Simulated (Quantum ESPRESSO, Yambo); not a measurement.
# CdTe (F-43m): G0W0 with and without spin-orbit coupling, part 2 of 2

Aim: spinor G0W0 for CdTe (F-43m) beside the scalar-relativistic result.

Quantum ESPRESSO 7.5 and Yambo 5.3.0; PBE and many-body steps on it, plane waves. Known limits of the many-body steps: not at the basis limit; no spin-orbit coupling in some runs; coarse k mesh.

So far. Step 4 (Scalar-relativistic): The gap on the mesh goes from 0.87 eV to 1.66 eV, a correction of +0.79 eV. Step 5 (Empty states on the mesh, 4×4×4 mesh, 268 bands): On this mesh the gap is 0.602 eV.

The database entry behind the starting cell differs from later determinations by our own check (an axis about 1.1 % short against later determinations), so it need not match the best structure at ambient conditions.

## Step 6: Conversion and set-up

This step: Yambo 5.3.0; conversion and set-up on PBE with spin-orbit coupling, plane waves, norm-conserving pseudopotentials.

Started as:

```console
$ (cd o/x.save; p2y > p2y.log; mv SAVE ../..); yambo > setup.log
```

Output:

```text
 Yambo, version 5.3.0

 [02] CORE Variables Setup
 =========================

  [02.01] Unit cells
  ==================

  Cell kind             :  FCC
  Atoms in the cell     :  Cd  Te
  number of Cd atoms    :  1
  number of Te atoms    :  1

  List of atomic masses
  Mass of Cd    :  112.4100
  Mass of Te    :  127.6000

  List of atomic coordinates    : [cc]
  Cd1       :  0.000000  0.000000  0.000000  order 1
  Te1       :  3.028286  3.028286  3.028286  order 2

  Alat factors          :  6.056572  6.056572  6.056572 [a.u.]
  Direct lattice volume :  444.3352 [a.u.]
[...]
==========================================

 IBZ Q-points                                      :   8
 BZ  Q-points                                      :   64

 K/Q-points units:
 rlu = crystal or reduced units; cc = cartesian coordinates; iku = interal k-units

 Q [1]          [rlu]:  0.000000  0.000000  0.000000
 Q [2]          [rlu]: -0.91950E-18 -0.91950E-18  0.25000
 Q [3]          [rlu]:  0.18390E-17  0.18390E-17 -0.50000
[...]
Q [7]          [rlu]: -0.18782E-16 -0.50000     -0.50000
 Q [8]          [rlu]:  0.250000 -0.500000 -0.250000

  [03.01] X indexes
  =================

   [03.01.01] Sigma indexes
   ========================

 [06] Game Over & Game summary
```

Wall time 4.2 s (1 MPI rank of Arm Neoverse V1, shared host); peak memory 0.26 GiB.

## Step 7: With spin-orbit coupling

This step: G0W0 on PBE with spin-orbit coupling, plane waves, norm-conserving pseudopotentials.

gw4.in reads:

```
HF_and_locXC
gw0
dyson
ppa
em1d
rim_cut
RandQpts= 1000000
RandGvec= 1 RL
EXXRLvcs= 94 Ry
VXCRLvcs= 376 Ry
Chimod= "HARTREE"
% BndsRnXp
 1 | 268 |
%
NGsBlkXp= 11.5 Ry
% LongDrXp
 1 | 1 | 1 |
%
% GbndRnge
 1 | 268 |
%
DysSolver= "n"
ExtendOut
PPAPntXp= 27.21138 eV
% QPkrange
 1 | 1 | 41 | 48 |
%
```

Started as:

```console
$ OMP_NUM_THREADS=1 mpirun -n 4 yambo -F gw4.in -J gw4 -C gw4 > gw4.log
```

Output:

```text
 Yambo, version 5.3.0

 [02] CORE Variables Setup
 =========================

  [... cell, symmetries and grids as in the set-up ...]

  [02.05] Energies & Occupations
  ==============================

  [X] === General ===
  [X] Electronic Temperature                        :  0.000000  0.000000 [eV K]
  [X] Bosonic    Temperature                        :  0.000000  0.000000 [eV K]
  [X] Finite Temperature mode                       : no
  [X] El. density                                   :  0.66825E+24 [cm-3]
  [X] Fermi Level                                   :  9.054415 [eV]

  [X] === Gaps and Widths ===
  [X] Conduction Band Min                           :  0.601671 [eV]
  [X] Valence Band Max                              :  0.000000 [eV]
  [X] Filled Bands                                  :   44
  [X] Empty Bands                                   :   45  268
  [X] Direct Gap                                    :  0.601671 [eV]
  [X] Direct Gap localized at k                     :  1
  [X] Indirect Gap                                  :  0.601671 [eV]
  [X] Indirect Gap between kpts                     :  1  1
  [X] Last valence band width                       :  2.550699 [eV]
  [X] 1st conduction band width                     :  3.256329 [eV]

 [03] Transferred momenta grid and indexing
 ==========================================

 IBZ Q-points                                      :   8
 BZ  Q-points                                      :   64

 K/Q-points units:
 rlu = crystal or reduced units; cc = cartesian coordinates; iku = interal k-units

 Q [1]          [rlu]:  0.000000  0.000000  0.000000
 Q [2]          [rlu]: -0.91950E-18 -0.91950E-18  0.25000
 Q [3]          [rlu]:  0.18390E-17  0.18390E-17 -0.50000
[...]
QP @ state[ 1 ] K range:  1  1
 QP @ state[ 1 ] b range:   41   48

 [xc] Functional : Perdew, Burke & Ernzerhof(X)+Perdew, Burke & Ernzerhof(C)
 [xc] LIBXC used to calculate xc functional
  PP Number of Atomic Species                      :  2
  NLCC RL compoments                               :   54769
  PP Number of Atomic Species                      :  2
  NLCC RL compoments                               :   54769

 [xc] E_xc :  -35.75471 [Ha]
      E_xc :  -71.50942 [Ry]

  Local XC kind (lXC) : Perdew, Burke & Ernzerhof(X)+Perdew, Burke & Ernzerhof(C)
  Non-Local XC kind (nlXC) : Hartree-Fock

  Corrections @ K [1] :  [eV]
 <41|nlXC|41> = -16.22075 -0.86611E-17 <41|lXC|41> = -14.45267 -0.18880E-15
 <42|nlXC|42> = -16.22071 -0.74112E-18 <42|lXC|42> = -14.45267 -0.82612E-16
 <43|nlXC|43> = -16.22071  0.20172E-17 <43|lXC|43> = -14.45267  0.36496E-20
[...]
<47|nlXC|47> = -6.198152 -0.42714E-18 <47|lXC|47> = -10.35686 -0.94479E-16
 <48|nlXC|48> = -6.198155 -0.10724E-17 <48|lXC|48> = -10.35686  0.47199E-16

 [08] Dyson equation: Newton solver
 ==================================

  [08.01] G0W0 (W PPA)
  ====================

  [  GW  ] Bands range     :    1  268
  [GW/PPA] G damping       :  0.100000 [eV]

  QP @ state[ 1 ] K range:  1  1
  QP @ state[ 1 ] b range:   41   48

   Sc/G bands                                       :    1  268
   Sc/G damping                                     :  0.100000 ev
   Sc bands terminator                              : no
   Sx RL components                                 :   6879

   QP @ state[ 1 ] K range                          :  1  1
   QP @ state[ 1 ] b range                          :   41   48
   GF energies kind                                 : Perdew, Burke & Ernzerhof(X)+Perdew, Burke & Ernzerhof(C)
   GF WF`s kind                                     : Perdew, Burke & Ernzerhof(X)+Perdew, Burke & Ernzerhof(C)
   Xs energies kind                                 : Perdew, Burke & Ernzerhof(X)+Perdew, Burke & Ernzerhof(C)
   Xs WF`s kind                                     : Perdew, Burke & Ernzerhof(X)+Perdew, Burke & Ernzerhof(C)

 [11] Game Over & Game summary
```

Run time: 22 min. Hardware: 4 MPI ranks; peak memory 5.7 GiB.

This step gave:

| Property | Result |
| --- | --- |
| G0W0 gap on the points computed | 1.344 eV |
| starting gap on the mesh | 0.6017 eV |
| k of the valence top | 0, 0, 0 |
| k of the conduction bottom | 0, 0, 0 |
| least direct G0W0 gap on the computed points | 1.344 eV |
| Z at the valence top | 0.8019 |
| Z at the conduction bottom | 0.8118 |

Against G0W0 in Yambo (4×4×4 mesh, 134 bands, screening to 156.5 eV, Godby-Needs plasmon pole), the gap moves by −0.313 eV.

## Step 8: Side by side

Times are wall times on 4 MPI ranks of Arm Neoverse V1, shared host, good to a factor of about two.

| run | mesh | bands | screening cutoff (eV) | DFT gap (eV) | gap on the mesh (eV) | direct (eV) | time |
| --- | --- | --- | --- | --- | --- | --- | --- |
| scalar-relativistic | 4×4×4 | 134 | 156.5 | 0.870 | 1.657 | 1.657 | 4.3 min |
| with spin-orbit coupling | 4×4×4 | 268 | 156.5 | 0.602 | 1.344 | 1.344 | 22 min |

## Step 9: Results

| Quantity | Value |
| --- | --- |
| scalar-relativistic | 1.657 eV |
| with spin-orbit coupling | 1.344 eV |
| known limits | not at the basis limit; no spin-orbit coupling in some runs; coarse k mesh |

What this shows: With spin-orbit coupling: −0.313 eV against scalar-relativistic, −0.268 eV of it in the start. Bands and cutoff are finite, so the gap is not at the basis limit. The miss can reach some tenths of an eV and take either sign; the mesh is an error of its own. In the G0W0 runs levels were corrected at 1 k point alone, so a gap called «on the mesh» is the least over those, and an edge elsewhere would be missed. The 4×4×4 mesh is coarse for this cell, which bears on the long-range parts of exchange and screening.

[Paths, hosts, dates, memory and timing lines, banners, echoed tables and standing remarks are left out of the program output.]

[Logs are printed without paths, hosts, clocks, repeated set-up lines and the standing remarks that a program may print on its own settings, such as how far it seeks lower states.]

[Runs of the session that timed out or met a known fault of the program may be left out.]

[Hosts, paths, dates, database ids (printed as entryN), source tags and the programs' standing remarks are cut or masked in the printed files.]
